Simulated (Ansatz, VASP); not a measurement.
# AlSi63H (Al-H pair in Si) in two plane-wave programs, part 2 of 2

Wanted: the spread between two codes on one cell, functional and k mesh. Of the first pair: The structure shown is the start of the Ansatz relaxation below; VASP solves that cell, so the two are compared at the walk's first step.

VASP 6.6.1 and Ansatz 0.2.0.

So far. Step 3 (VASP: single point, PBE, start cell, pair 1): The run ends at a pressure of 0.99 GPa, with forces up to 2.3 eV/Å.

### 4. Differences

Known differences besides the potentials themselves: the cutoff is 420 eV in Ansatz and 400 eV in VASP (PREC = Accurate, projectors in real space). Total energies have different zeros and are not compared.

Forces on 8 of the 65 atoms, those with the largest forces and the largest differences (eV/Å; atoms numbered as in POSCAR):

```csv
atom,"Ansatz x, y, z","VASP x, y, z"
Si4,"-0.016, 0.136, 0.201","-0.009, 0.142, 0.209"
Si5,"-0.762, -0.171, 0.271","-0.762, -0.173, 0.268"
Si6,"-0.525, 0.259, -0.384","-0.525, 0.257, -0.384"
Si7,"0.361, -0.779, -0.254","0.359, -0.778, -0.255"
Si26,"-1.710, 1.093, 1.053","-1.710, 1.095, 1.055"
Si41,"0.965, -1.640, 0.896","0.967, -1.639, 0.899"
Si48,"0.794, 1.045, -0.971","0.796, 1.047, -0.972"
H65,"-0.767, -0.811, -0.801","-0.775, -0.819, -0.809"
```

The forces differ by 1.4 meV/Å r.m.s., which is 0.4 % of the r.m.s. force of 0.339 eV/Å (both taken over all components).

### 5. Ansatz: relaxation, PBE

This run makes the geometry at which the two programs are then compared.

The structure compared here is the end of the Ansatz relaxation.

input.yaml

```yaml
relax:
  f_tol: 0.01
  max_steps: 80
  random_displacement: { amplitude: 0.02, seed: 913 }
crystal:
  lattice:
    - [10.93956649, 0.0, 0.0]
    - [0.0, 10.93956649, 0.0]
    - [0.0, 0.0, 10.93956649]
  atoms:
    - { symbol: Si, position: [0.0, 0.0, 0.25] }
    - { symbol: Si, position: [0.0, 0.25, 0.0] }
    - { symbol: Si, position: [0.25, 0.0, 0.0] }
    - { symbol: Si, position: [0.236809349, 0.236809349, 0.236809349] }
    - { symbol: Si, position: [0.125, 0.125, 0.375] }
    - { symbol: Si, position: [0.125, 0.375, 0.125] }
    - { symbol: Si, position: [0.375, 0.125, 0.125] }
    - { symbol: Al, position: [0.398748656, 0.398748656, 0.398748656] }
    - { symbol: Si, position: [0.0, 0.0, 0.75] }
    - { symbol: Si, position: [0.0, 0.25, 0.5] }
    - { symbol: Si, position: [0.25, 0.0, 0.5] }
    - { symbol: Si, position: [0.25, 0.25, 0.75] }
    - { symbol: Si, position: [0.125, 0.125, 0.875] }
    - { symbol: Si, position: [0.125, 0.375, 0.625] }
    - { symbol: Si, position: [0.375, 0.125, 0.625] }
    - { symbol: Si, position: [0.375, 0.375, 0.875] }
    - { symbol: Si, position: [0.0, 0.5, 0.25] }
    - { symbol: Si, position: [0.0, 0.75, 0.0] }
    - { symbol: Si, position: [0.25, 0.5, 0.0] }
    - { symbol: Si, position: [0.25, 0.75, 0.25] }
    - { symbol: Si, position: [0.125, 0.625, 0.375] }
    - { symbol: Si, position: [0.125, 0.875, 0.125] }
    - { symbol: Si, position: [0.375, 0.625, 0.125] }
    - { symbol: Si, position: [0.375, 0.875, 0.375] }
    - { symbol: Si, position: [0.0, 0.5, 0.75] }
    - { symbol: Si, position: [0.0, 0.75, 0.5] }
    - { symbol: Si, position: [0.25, 0.5, 0.5] }
    - { symbol: Si, position: [0.25, 0.75, 0.75] }
    - { symbol: Si, position: [0.125, 0.625, 0.875] }
    - { symbol: Si, position: [0.125, 0.875, 0.625] }
    - { symbol: Si, position: [0.375, 0.625, 0.625] }
    - { symbol: Si, position: [0.375, 0.875, 0.875] }
    - { symbol: Si, position: [0.5, 0.0, 0.25] }
    - { symbol: Si, position: [0.5, 0.25, 0.0] }
    - { symbol: Si, position: [0.75, 0.0, 0.0] }
    - { symbol: Si, position: [0.75, 0.25, 0.25] }
    - { symbol: Si, position: [0.625, 0.125, 0.375] }
    - { symbol: Si, position: [0.625, 0.375, 0.125] }
    - { symbol: Si, position: [0.875, 0.125, 0.125] }
    - { symbol: Si, position: [0.875, 0.375, 0.375] }
    - { symbol: Si, position: [0.5, 0.0, 0.75] }
    - { symbol: Si, position: [0.5, 0.25, 0.5] }
    - { symbol: Si, position: [0.75, 0.0, 0.5] }
    - { symbol: Si, position: [0.75, 0.25, 0.75] }
    - { symbol: Si, position: [0.625, 0.125, 0.875] }
    - { symbol: Si, position: [0.625, 0.375, 0.625] }
    - { symbol: Si, position: [0.875, 0.125, 0.625] }
    - { symbol: Si, position: [0.875, 0.375, 0.875] }
    - { symbol: Si, position: [0.5, 0.5, 0.25] }
    - { symbol: Si, position: [0.5, 0.75, 0.0] }
    - { symbol: Si, position: [0.75, 0.5, 0.0] }
    - { symbol: Si, position: [0.75, 0.75, 0.25] }
    - { symbol: Si, position: [0.625, 0.625, 0.375] }
    - { symbol: Si, position: [0.625, 0.875, 0.125] }
    - { symbol: Si, position: [0.875, 0.625, 0.125] }
    - { symbol: Si, position: [0.875, 0.875, 0.375] }
    - { symbol: Si, position: [0.5, 0.5, 0.75] }
    - { symbol: Si, position: [0.5, 0.75, 0.5] }
    - { symbol: Si, position: [0.75, 0.5, 0.5] }
    - { symbol: Si, position: [0.75, 0.75, 0.75] }
    - { symbol: Si, position: [0.625, 0.625, 0.875] }
    - { symbol: Si, position: [0.625, 0.875, 0.625] }
    - { symbol: Si, position: [0.875, 0.625, 0.625] }
    - { symbol: Si, position: [0.875, 0.875, 0.875] }
    - { symbol: H, position: [0.316442, 0.316442, 0.316442] }
basis:
  ecutwfc: 420
  xc_grid: 2
hamiltonian:
  xc: pbe
kpoints:
  mp_grid: { grid: [2, 2, 2], shift: [0.5, 0.5, 0.5] }
scf:
  occupations: { method: fermi_dirac, width: 0.01 }
  max_iter: 120
output:
  forces: true
checkpoint:
  write: "../relax.run"
  compress: false
  write_wavefunctions: true
  write_every: 100000
```

The run is started by

```sh
ansatz run input.yaml --threads 4 --pin off --max-ram 7536MiB --backend cpu --events-out ev --progress --plain --runs-dir out
```

Numbers of over 12 decimals in the logs are rounded to 6 here.

Output:

```text
[...]
Crystal: 65 atoms, lattice volume = 1309.183 Å³
Basis set: ecut = 420 eV, 25677 PW (Γ), exchange–correlation on 150×150×150 points (8 copies of the dense FFT grid, shifted against one another)
Bands: 193, of which v1, the nominal top of the filled ones, is band 128 counted from 1 (127 counted from 0)
Symmetry: 1 space group operations
k-points: 4 of 8 (time reversal used)
[...]
- { symbol: Si, position: [0.125552, 0.125410, 0.380264] }
    - { symbol: Si, position: [0.118593, 0.375959, 0.119286] }
    - { symbol: Si, position: [0.376085, 0.118438, 0.119262] }
    - { symbol: Al, position: [0.393686, 0.393562, 0.398139] }
    - { symbol: Si, position: [-0.000303704, -0.000422184, 0.749946] }
[...]
- { symbol: Si, position: [0.624458, 0.624323, 0.875102] }
    - { symbol: Si, position: [0.625110, 0.874817, 0.625816] }
    - { symbol: Si, position: [0.874950, 0.624976, 0.625830] }
    - { symbol: Si, position: [0.874963, 0.874823, 0.875656] }
    - { symbol: H, position: [0.330731, 0.330740, 0.268860] }
```

### 6. VASP: single point, PBE, relaxed cell, pair 2

The same cell, functional, mesh and smearing now go to VASP, with its own data sets.

INCAR

```
SYSTEM = AlSi63H
PREC = Accurate
ENCUT = 400
EDIFF = 1E-06
NELM = 120
ISMEAR = -1
SIGMA = 0.01
LREAL = Auto
ALGO = Normal
GGA = PE
NBANDS = 176
LORBIT = 11
LWAVE = .FALSE.
LCHARG = .FALSE.
ISIF = 2
ISYM = 0
LASPH = .TRUE.
GGA_COMPAT = .FALSE.
EFERMI = MIDGAP
KPAR = 4
```

POSCAR

```
AlSi63H
1.0
   10.9395664900      0.0000000000      0.0000000000
    0.0000000000     10.9395664900      0.0000000000
    0.0000000000      0.0000000000     10.9395664900
Si Al H
63 1 1
Direct
    0.0021493003      0.0020143063      0.2511496028
    0.9963271241      0.2490485479      0.9970877091
    0.2491785087      0.9961737682      0.9970639507
    0.2352231806      0.2350755004      0.2313691005
    0.1255518675      0.1254102000      0.3802639579
    0.1185928433      0.3759591013      0.1192859698
    0.3760846233      0.1184379692      0.1192624961
    0.9996962963      0.9995778157      0.7499461871
    0.9992569345      0.2519960954      0.5021951768
    0.2521265994      0.9991158678      0.5022063987
    0.2499904010      0.2498615105      0.7507318530
    0.1246095419      0.1244773800      0.8746805291
    0.1225567088      0.3760289995      0.6292666309
    0.3761621382      0.1224242961      0.6292730874
    0.3749467869      0.3748122142      0.8753598486
    0.9990398679      0.5001016240      0.2507398565
    0.9999362664      0.7500818026      0.0010907625
    0.2508128669      0.5000523404      0.0006240464
    0.2502594911      0.7496014718      0.2508373659
    0.1227616722      0.6268461607      0.3754007780
    0.1252858416      0.8747455565      0.1261366258
    0.3760005741      0.6256063532      0.1256663705
    0.3754010170      0.8742049322      0.3757620136
    0.9987228232      0.5007473776      0.7528380471
    0.9989541293      0.7508039791      0.5002237768
    0.2410591149      0.5056085821      0.5066155894
    0.2505197485      0.7506355205      0.7511721412
    0.1255322643      0.6256316194      0.8762631008
    0.1249725312      0.8744917212      0.6254707419
    0.3734669156      0.6259525825      0.6266481177
    0.3759266587      0.8732440768      0.8750312700
    0.5002304651      0.9989060964      0.2507373134
    0.5001815886      0.2506731590      0.0006225976
    0.7502155538      0.9998034160      0.0010800380
    0.7497338617      0.2501312935      0.2508365317
    0.6269558838      0.1226499695      0.3753990058
    0.6257302790      0.3758637631      0.1256647220
    0.8748747160      0.1251493345      0.1261385846
    0.8743371613      0.3752709017      0.3757626114
    0.5008865786      0.9985870865      0.7528301464
    0.5057351155      0.2409467146      0.5066356905
    0.7509210858      0.9988365750      0.5002043125
    0.7507805580      0.2503910155      0.7511758295
    0.6257639120      0.1254032537      0.8762560976
    0.6260975691      0.3733462442      0.6266593375
    0.8746223107      0.1248466949      0.6254516098
    0.8733925830      0.3757819739      0.8750473171
    0.5078102955      0.5076759085      0.2478229822
    0.4996867412      0.7494377094      0.0001701677
    0.7495685214      0.4995441485      0.0001678922
    0.7536230052      0.7534866008      0.2506385647
    0.6297787276      0.6296491956      0.3751132067
    0.6251392952      0.8743930953      0.1252403263
    0.8745217120      0.6249988360      0.1252358938
    0.8775001438      0.8773728443      0.3757265307
    0.4995246043      0.4993976282      0.7496476230
    0.5002960289      0.7495108371      0.5009676510
    0.7496505871      0.5001732415      0.5009679869
    0.7498220406      0.7496951086      0.7507659783
    0.6244578955      0.6243230982      0.8751023301
    0.6251098048      0.8748166874      0.6258159372
    0.8749503092      0.6249762872      0.6258303332
    0.8749626332      0.8748230143      0.8756555553
    0.3936862846      0.3935624861      0.3981385740
    0.3307311331      0.3307400015      0.2688604336
```

KPOINTS

```
Points of the shifted mesh
8
Reciprocal
 0.2500000000  0.2500000000  0.2500000000 1
 0.2500000000  0.2500000000  0.7500000000 1
 0.2500000000  0.7500000000  0.2500000000 1
 0.2500000000  0.7500000000  0.7500000000 1
 0.7500000000  0.2500000000  0.2500000000 1
 0.7500000000  0.2500000000  0.7500000000 1
 0.7500000000  0.7500000000  0.2500000000 1
 0.7500000000  0.7500000000  0.7500000000 1
```

PAW data sets: Si, Al and H (PBE family, release 64).

The run is started by

```sh
mpirun -np 8 vasp_std
```

Output:

```text
[banner, memory and clock lines left out]
running    8 mpi-ranks, on    1 nodes
[...]
[... a notice as in an earlier step ...]

 LDA part: xc-table for (Slater+PW92), standard interpolation
 POSCAR, INCAR and KPOINTS ok, starting setup
[...]
entering main loop
       N       E                     dE             d eps       ncg     rms          rms(c)
DAV:   1     0.542196758717E+03    0.54220E+03   -0.82949E+04  2816   0.977E+02
DAV:   2    -0.295597381259E+03   -0.83779E+03   -0.78622E+03  3384   0.162E+02
DAV:   3    -0.352125786908E+03   -0.56528E+02   -0.55638E+02  3504   0.383E+01
DAV:   4    -0.353478969819E+03   -0.13532E+01   -0.13440E+01  3464   0.715E+00
[...]
DAV:  15    -0.347633395824E+03   -0.24593E-06   -0.11685E-05  3384   0.789E-03    0.293E-03
DAV:  16    -0.347633397169E+03   -0.13450E-05   -0.30975E-06  2592   0.294E-03    0.246E-03
DAV:  17    -0.347633397316E+03   -0.14728E-06   -0.14335E-07  1776   0.903E-04
   1 F= -.34763340E+03 E0= -.34763340E+03  d E =0.000000E+00
```

From OUTCAR (step 6):

```text
  Total        5.7557897      5.7501091      6.5350330     -0.6088996      0.4573900      0.4605227
  in kB        7.0439321      7.0369802      7.9975696     -0.7451710      0.5597537      0.5635874
  external PRESSURE =       7.3594940 kB  Pullay stress =       0.0000000 kB

 POSITION                                       TOTAL-FORCE (eV/Angst)
 -----------------------------------------------------------------------------------
      0.02351      0.02204      2.74747        -0.000657     -0.000439      0.000928
     10.89939      2.72448     10.90771        -0.000912      0.000639     -0.000665
      2.72590     10.89771     10.90745         0.001110     -0.000849     -0.000405
      2.57324      2.57162      2.53108         0.008503      0.009425      0.003170
      1.37348      1.37193      4.15992        -0.000070      0.000106      0.000045
      1.29735      4.11283      1.30494        -0.001384     -0.002657     -0.000379
      4.11420      1.29566      1.30468        -0.001379     -0.000417      0.001333
     10.93624     10.93495      8.20409         0.002066      0.001863      0.000343
     10.93144      2.75673      5.49380        -0.000443     -0.000706      0.002135
      2.75816     10.92989      5.49392        -0.000173     -0.000278      0.001655
      2.73479      2.73338      8.21268        -0.000468     -0.000753     -0.001145
      1.36317      1.36173      9.56863        -0.000136      0.000412      0.001730
      1.34072      4.11359      6.88390         0.000373      0.002127      0.000136
      4.11505      1.33927      6.88397         0.001888      0.000182     -0.000140
[...]
-----------------------------------------------------------------------------------
    total drift:                                0.007066      0.010096     -0.015816

  FREE ENERGIE OF THE ION-ELECTRON SYSTEM (eV)
  ---------------------------------------------------
  free  energy   TOTEN  =      -347.6333973161 eV

  energy  without entropy=     -347.6333973161  energy(sigma->0) =     -347.63339732

[... 1 part as in an earlier step ...]

[... 1 further part left out ...]
```

The run ends at a pressure of 0.74 GPa, with forces up to 0.017 eV/Å.

### 7. Comparison

Compared:

```csv
quantity,Ansatz,VASP,difference
gap on the k mesh (eV),1.093,1.094,-0.001
```

At this near-relaxed geometry the largest component of a force difference is 7 meV/Å. A gap on the mesh is an upper bound, since the band edges may lie between its points.

### 8. What came out

```yaml
r_m_s_force_difference_single_point_pbe_start_cell_pair_1: 0.43 % of the r.m.s. force
difference_in_gap_on_the_k_mesh_single_point_pbe_relaxed_cell_pair_2: -0.0012 eV
```

In words: The r.m.s. force difference is 0.43 % of the r.m.s. force (single point, PBE, start cell, pair 1), within the 3 % picked in this series as the mark of a large difference. Such differences can come from data sets, numerical settings and the points named under the comparisons, not from the functional's error against experiment.

[Lines on the potential files, build, host, timing and source positions are cut from VASP's logs without a mark.]

[Logs are printed without paths, hosts, clocks, repeated set-up lines and the standing remarks that a program may print on its own settings, such as how far it seeks lower states.]

[Hosts, paths, dates, database ids (printed as entryN), source tags and the programs' standing remarks are cut or masked in the printed files.]
